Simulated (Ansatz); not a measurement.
# Ge: which structure is lowest?

Computed with Ansatz, DFT, PBEsol, plane waves (420 eV) with PAW, scalar-relativistic. The PAW files were generated under PBE, with cores re-solved for the functional.

Each structure is relaxed within its own symmetry, so a high-lying one may be dynamically unstable.

```tsv
structure	ΔE (meV/atom)	V (Å³/atom)	cell	magnetic state
diamond	0	22.97	a = 5.686 Å	spin not included
ST12	110	20.32	a = 5.905 Å, c = 6.995 Å (c/a = 1.185)	spin not included
beta-Sn type	163	18.35	a = 5.117 Å, c = 2.804 Å (c/a = 0.548)	spin not included
simple cubic	186	19.01	a = 2.669 Å	spin not included
omega (AlB2-type)	270	18.39	a = 4.829 Å, c = 2.733 Å (c/a = 0.566)	spin not included
bcc	273	18.32	a = 3.322 Å	spin not included
fcc	275	18.51	a = 4.199 Å	spin not included
hcp	277	18.35	a = 3.010 Å, c = 4.678 Å (c/a = 1.554)	spin not included
dhcp	279	18.47	a = 2.988 Å, c = 9.553 Å (c/a = 3.197)	spin not included
A15	327	18.92	a = 5.329 Å	spin not included
```

ΔE counts from diamond.

Differences under about 8 meV lie within the error of the k-point mesh.
